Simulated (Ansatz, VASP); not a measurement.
# Nb (Nb wire along [111], 24 atoms a period) in two plane-wave programs

Wanted: the spread between two codes on one cell, functional and k mesh. The structure shown is the start of the Ansatz relaxation below; VASP solves that cell, so the two are compared at the walk's first step.

Calculated with Ansatz 0.2.0; plane waves, with VASP 6.6.1 beside it; single point at PBE.

## Step 1: The structure

The cell holds 24 atoms: 24 Nb. Its edges and angles: a = 18.503 Å, b = 18.962 Å, c = 2.867 Å, α = 90.0°, β = 90.0°, γ = 90.0°. Vacuum lies along a and b. The structure's axis is c.

## Step 2: Ansatz: relaxation, PBE

Ansatz runs on its PAW soft_1 files.

The two programs are compared at the cell with which this relaxation starts, whose forces are those of its first step.

File input.yaml:

```yaml
crystal:
  lattice:
    - [18.503, 0.0, 0.0]
    - [0.0, 18.962, 0.0]
    - [0.0, 0.0, 2.8665440865]
  atoms:
    - { symbol: Nb, position: [0.183753986, 0.464360688, 0.0] }
    - { symbol: Nb, position: [0.310248254, 0.678151719, 0.0] }
    - { symbol: Nb, position: [0.436742522, 0.464360688, 0.0] }
    - { symbol: Nb, position: [0.563236791, 0.678151719, 0.0] }
    - { symbol: Nb, position: [0.183753986, 0.606888042, 0.333333333] }
    - { symbol: Nb, position: [0.310248254, 0.393097011, 0.333333333] }
    - { symbol: Nb, position: [0.436742522, 0.17930598, 0.333333333] }
    - { symbol: Nb, position: [0.436742522, 0.606888042, 0.333333333] }
    - { symbol: Nb, position: [0.563236791, 0.393097011, 0.333333333] }
    - { symbol: Nb, position: [0.563236791, 0.820679073, 0.333333333] }
    - { symbol: Nb, position: [0.689731059, 0.606888042, 0.333333333] }
    - { symbol: Nb, position: [0.816225327, 0.393097011, 0.333333333] }
    - { symbol: Nb, position: [0.183753986, 0.321833334, 0.666666667] }
    - { symbol: Nb, position: [0.310248254, 0.535624365, 0.666666667] }
    - { symbol: Nb, position: [0.436742522, 0.321833334, 0.666666667] }
    - { symbol: Nb, position: [0.436742522, 0.749415396, 0.666666667] }
    - { symbol: Nb, position: [0.563236791, 0.535624365, 0.666666667] }
    - { symbol: Nb, position: [0.689731059, 0.321833334, 0.666666667] }
    - { symbol: Nb, position: [0.689731059, 0.749415396, 0.666666667] }
    - { symbol: Nb, position: [0.816225327, 0.535624365, 0.666666667] }
    - { symbol: Nb, position: [0.310248254, 0.250569657, 0.0] }
    - { symbol: Nb, position: [0.563236791, 0.250569657, 0.0] }
    - { symbol: Nb, position: [0.689731059, 0.464360688, 0.0] }
    - { symbol: Nb, position: [0.816225327, 0.678151719, 0.0] }
kpoints:
  mp_grid: { grid: [1, 1, 28] }
scf:
  occupations: { method: fermi_dirac, width: 0.05 }
hamiltonian:
  xc: pbe
  pseudopotentials: { kind: paw, azcp: { folder: soft_1 } }
relax:
  cell: { fix: [a, b, alpha, beta, gamma] }
  max_steps: 45
  f_tol: 0.03
```

Started as:

```sh
> ansatz run input.yaml --threads 4 --pin off --max-ram 16384MiB --backend cpu --events-out ev --progress --plain --runs-dir out
```

Numbers of over 12 decimals in the logs are rounded to 6 here.

What it wrote:

```text
Engine: ansatz 0.2.0, aarch64-unknown-linux-gnu
Pseudopotentials: kind: paw
Pseudopotential: Nb, paw, valence charge 13, recommended cutoff 420 eV (normal), soft_1/Nb.paw.azcp
Functional definition: PBE
  parameter kappa = 0.804
  parameter beta = 0.066725
  exchange = pbe_x(kappa = kappa, mu = beta*pi^2/3)
  correlation = pbe_c(beta = beta)
Crystal: 24 atoms, lattice volume = 1005.738 Å³
Basis set: ecut = 420 eV, 19615 PW (Γ), exchange–correlation on 250×256×40 points (8 copies of the dense FFT grid, shifted against one another)
Bands: 188, of which v1, the nominal top of the filled ones, is band 156 counted from 1 (155 counted from 0)
Symmetry: 2 space group operations
Space group: P-1 (ITA 2), of the structure as read, at distance tolerance 1.0e-4 Å
k-points: 15 of 28
Non-local potential: Nb, projectors of the file, l = 0: 3, l = 1: 2, l = 2: 2, l = 3: 1
PAW form: soft (Blöchl's): semilocal exchange-correlation on the pseudo side does not see the compensation charge
PAW one-centre angular grid: Nb, 590 points (default); XC on 64 Gauss nodes
Initial density: superposition of atomic densities (neutral atoms: chi_scale 0, normalization atom)
Initial wavefunctions: pseudopotential atomic-orbital guess
Functional: x = pbe(κ = 0.804, μ = 0.219515), c = pbe(β = 0.066725)
SCF iter   1: F=—  HF=-109265.334131 eV  |F-HF|=—  |Δ(HF+E_count)|=         —  Δρ=6.16e-2  dr2=3.88e2  ethr=3.10e-3  ⟨swp⟩=10.4  Hψ=13646  notcnv=0  defer=21
preconditioner: auto → LDOS  [metal: Δε(μ)=0.044 eV  Ē_g=3.691 eV  σ=0.050 eV  W_gap=0.21  n_scr=158 (ndim 8)  ℏωp=12.8 eV  f_vac=0.438  D(μ)=18.00/eV (n_scr^D=92)  β→1.0]
SCF iter   2: F=—  HF=-109279.554729 eV  |F-HF|=—  |Δ(HF+E_count)|=    1.42e1  Δρ=8.71e-2  dr2=1.68e3  ethr=3.10e-3  ⟨swp⟩=9.3  Hψ=9998  notcnv=0  defer=153  recentre
SCF iter   3: F=—  HF=-109242.186204 eV  |F-HF|=—  |Δ(HF+E_count)|=    3.74e1  Δρ=2.77e-2  dr2=1.13e2  ethr=3.10e-3  ⟨swp⟩=6.7  Hψ=9659  notcnv=0  defer=63
SCF iter   4: F=—  HF=-109237.294163 eV  |F-HF|=—  |Δ(HF+E_count)|=    4.89e0  Δρ=4.36e-3  dr2=2.91e-1  ethr=3.10e-3  ⟨swp⟩=3.7  Hψ=4952  notcnv=0  defer=123
SCF iter   5: F=—  HF=-109237.252345 eV  |F-HF|=—  |Δ(HF+E_count)|=   4.18e-2  Δρ=2.05e-3  dr2=5.36e-1  ethr=9.32e-5  ⟨swp⟩=3.9  Hψ=5511  notcnv=0  defer=123
SCF iter   6: F=—  HF=-109237.241935 eV  |F-HF|=—  |Δ(HF+E_count)|=   1.04e-2  Δρ=5.81e-4  dr2=2.11e-2  ethr=9.32e-5  ⟨swp⟩=2.1  Hψ=3071  notcnv=0  defer=122
SCF iter   7: F=—  HF=-109237.241326 eV  |F-HF|=—  |Δ(HF+E_count)|=   6.09e-4  Δρ=1.81e-4  dr2=9.18e-4  ethr=6.77e-6  ⟨swp⟩=2.0  Hψ=3592  notcnv=0  defer=122
SCF iter   8: F=—  HF=-109237.241522 eV  |F-HF|=—  |Δ(HF+E_count)|=   1.96e-4  Δρ=6.80e-5  dr2=3.10e-4  ethr=2.94e-7  ⟨swp⟩=2.1  Hψ=3905  notcnv=0  defer=122
SCF iter   9: F=—  HF=-109237.241534 eV  |F-HF|=—  |Δ(HF+E_count)|=   1.26e-5  Δρ=3.02e-5  dr2=9.32e-5  ethr=9.94e-8  ⟨swp⟩=2.0  Hψ=3625  notcnv=0  defer=122
SCF iter  10: F=—  HF=-109237.239717 eV  |F-HF|=—  |Δ(HF+E_count)|=   1.82e-3  Δρ=1.14e-5  dr2=7.63e-6  ethr=2.99e-8  ⟨swp⟩=2.0  Hψ=3470  notcnv=0  defer=122
SCF iter  11: F=—  HF=-109237.239718 eV  |F-HF|=—  |Δ(HF+E_count)|=   3.58e-7  Δρ=3.95e-6  dr2=5.76e-7  ethr=2.45e-9  ⟨swp⟩=2.1  Hψ=3800  notcnv=0  defer=122
SCF iter  12: F=-109237.239718 eV  HF=-109237.239718 eV  |F-HF|=1.62e-8  |Δ(HF+E_count)|=   2.74e-8  Δρ=1.37e-6  dr2=4.94e-8  ethr=3.21e-11  ⟨swp⟩=5.2  Hψ=10244  notcnv=0
SCF 1 converged in 12 iterations: F = -109237.239718 eV  dr2 = 4.94e-8
  greatest PAW one-centre occupation: 0.998 electrons in one spin orbital (limit 2), on the Nb atom at site 16 (counted from 0), in its partial waves of l = 0
relax step   1: F+E_penalty+E_count = -109237.23971783 eV  Δ(F+E_penalty+E_count) = +0.000e0 eV  max|allowed force component| = 1.415e0 eV/Å  Δτ_max = 0.0000 Å  P = -4.390 GPa  Ω = 1005.738 Å³  fix = [a, b, alpha, beta, gamma]  reactions: a -3.886, b -3.698 GPa; alpha +0.020, beta +0.032, gamma +0.135 GPa/rad  (12 SCF iters, dr2 threshold 1.00e-7 eV, accepted)
[...]
relax step   6: F+E_penalty+E_count = -109238.81210673 eV  Δ(F+E_penalty+E_count) = -4.915e-3 eV  max|allowed force component| = 1.693e-2 eV/Å  Δτ_max = 0.0257 Å  P = -0.037 GPa  Ω = 958.701 Å³  energy of the carried Pulay correction = +2.676e-3 eV  fix = [a, b, alpha, beta, gamma]  reactions: a -0.108, b +0.014 GPa; alpha -0.019, beta -0.030, gamma -0.001 GPa/rad  (8 SCF iters, dr2 threshold 1.75e-7 eV, accepted)
[...]
relax step   7: F+E_penalty+E_count = -109238.80977410 eV  Δ(F+E_penalty+E_count) = +2.333e-3 eV  max|allowed force component| = 1.693e-2 eV/Å  Δτ_max = 0.0000 Å  P = -0.037 GPa  Ω = 958.701 Å³  fix = [a, b, alpha, beta, gamma]  reactions: a -0.107, b +0.015 GPa; alpha -0.019, beta -0.030, gamma -0.001 GPa/rad  stress off target by 1.91e-2 GPa on what of the cell is left free  SCF on the basis re-selected at this cell (its energy is not comparable with the rows above)  (7 SCF iters)
basis re-selected at this cell: Δ(F+E_penalty+E_count) = +2.333e-3 eV, ΔP = -0.000 GPa vs the last step (what re-selecting the basis moved, of the pressure what is left beyond the Pulay correction that the steps carried, after the strain that the cell walked since its last selection, with what the two solves' SCF thresholds leave and, on support functions, any second-order correction that the steps lacked; it is no m [...]
SCF converged after 7 iterations
Free energy (F): -109238.809774 eV
Harris-Foulkes:  -109238.809774 eV  (|F-HF|=8.73e-11)
Internal energy: -109238.556728 eV  (E = F + TS)
E sigma→0 (E₀):  -109238.683251 eV
Entropy (-TS):   -0.253046 eV (-10.544 meV/atom)
Fermi energy:    6.004487 eV
--- Per-component energies (eV) ---
  E_band       = -5333.825165
  E_kinetic    = 8958.330219
  E_local      = -173769.973741  (includes V_loc(G=0)·N_el)
  E_nonlocal   = 2303.750465
  E_hartree    = 82405.276068
  E_xc         = -3965.324792
  E_vxc        = -4799.168275  (∫ρ·V_xc dr)
  E_paw        = -73980.352255  (= ΣΔE_a)
  E_vpaw       = -2837.317674  (= ΣTr[D̂ρ^β])
  E_aug_tail   = 0.001059  (compensation charges beyond the density's cutoff)
  E_ewald      = 48809.736251
  E_smearing   = -0.253046  (= −TS)
  E_closure    = -0.000000  (closes the sum)
  Σ components = -109238.809774   (vs F -109238.809774, Δ=0.00e0)
--- Forces (eV/Å), atoms counted from 1 ---
  atom   1  Nb    -0.00573696    -0.01561476    -0.00909067
  atom   2  Nb    -0.01082867     0.00763519     0.00604743
  atom   3  Nb    -0.01595588    -0.00935493    -0.00371955
  atom   4  Nb    -0.00230491     0.00079588    -0.00421843
  atom   5  Nb     0.00783348     0.00670110     0.00077389
  atom   6  Nb    -0.00845165    -0.00476889     0.00924210
  atom   7  Nb     0.00927589     0.00527240    -0.00252811
  atom   8  Nb    -0.00347882     0.00716554    -0.00104481
  atom   9  Nb     0.00347882    -0.00716554     0.00104481
  atom  10  Nb    -0.00927589    -0.00527240     0.00252811
  atom  11  Nb     0.00845165     0.00476889    -0.00924210
  atom  12  Nb    -0.00783348    -0.00670110    -0.00077389
  atom  13  Nb     0.00526434     0.00330674    -0.00888660
  atom  14  Nb     0.00051388     0.00388214     0.00212140
  atom  15  Nb     0.00230491    -0.00079588     0.00421843
  atom  16  Nb     0.00051978     0.01032780    -0.00605720
  atom  17  Nb     0.01595588     0.00935493     0.00371955
  atom  18  Nb     0.01082867    -0.00763519    -0.00604743
  atom  19  Nb     0.01693242    -0.00256247     0.00888257
  atom  20  Nb     0.00573696     0.01561476     0.00909067
  atom  21  Nb    -0.01693242     0.00256247    -0.00888257
  atom  22  Nb    -0.00051978    -0.01032780     0.00605720
  atom  23  Nb    -0.00051388    -0.00388214    -0.00212140
  atom  24  Nb    -0.00526434    -0.00330674     0.00888660
  max |Σ_I F_I| component: 3.47e-18 eV/Å
--- Stress (GPa, compression-positive) ---
       -0.107012       0.001011       0.030082
        0.001011       0.014553       0.018973
        0.030082       0.018973      -0.019116
  P = ⅓ Tr σ = -0.0372 GPa (-0.372 kbar)
--- Relaxed structure (6 steps of the walk, 6 accepted, 1 SCFs on fresh bases) ---
  F+E_penalty+E_count = -109238.80977410 eV   max|allowed force component| = 1.693e-2 eV/Å   (the final SCF, on the basis selected at the relaxed cell)
  cell:  # Å, volume = 958.7005 Å³
    - [18.503, 0, 0]
    - [0, 18.962, 0]
    - [0, 0, 2.732478]
  atoms:
    - { symbol: Nb, position: [0.182686, 0.464604, 0.00884264] }
    - { symbol: Nb, position: [0.308703, 0.678958, -0.020548] }
    - { symbol: Nb, position: [0.436882, 0.464617, 0.00192808] }
    - { symbol: Nb, position: [0.562878, 0.678457, 0.010191] }
    - { symbol: Nb, position: [0.189119, 0.602792, 0.310040] }
    - { symbol: Nb, position: [0.310220, 0.393583, 0.348118] }
    - { symbol: Nb, position: [0.435487, 0.186550, 0.312617] }
    - { symbol: Nb, position: [0.435434, 0.609000, 0.332917] }
    - { symbol: Nb, position: [0.564546, 0.391000, 0.333750] }
    - { symbol: Nb, position: [0.564492, 0.813450, 0.354050] }
    - { symbol: Nb, position: [0.689760, 0.606417, 0.318549] }
    - { symbol: Nb, position: [0.810860, 0.397208, 0.356627] }
    - { symbol: Nb, position: [0.189988, 0.325936, 0.705728] }
    - { symbol: Nb, position: [0.309794, 0.536632, 0.655304] }
    - { symbol: Nb, position: [0.437101, 0.321543, 0.656475] }
    - { symbol: Nb, position: [0.437174, 0.750863, 0.685195] }
    - { symbol: Nb, position: [0.563097, 0.535383, 0.664739] }
    - { symbol: Nb, position: [0.691277, 0.321042, 0.687214] }
    - { symbol: Nb, position: [0.690331, 0.749497, 0.656868] }
    - { symbol: Nb, position: [0.817293, 0.535396, 0.657824] }
    - { symbol: Nb, position: [0.309648, 0.250503, 0.00979862] }
    - { symbol: Nb, position: [0.562805, 0.249137, -0.018529] }
    - { symbol: Nb, position: [0.690185, 0.463368, 0.011362] }
    - { symbol: Nb, position: [0.809991, 0.674064, -0.039061] }
```

(Continued in part 2 of 2.)

[Lines on the potential files, build, host, timing and source positions are cut from VASP's logs without a mark.]

[Logs are printed without paths, hosts, clocks, repeated set-up lines and the standing remarks that a program may print on its own settings, such as how far it seeks lower states.]

[Hosts, paths, dates, database ids (printed as entryN), source tags and the programs' standing remarks are cut or masked in the printed files.]
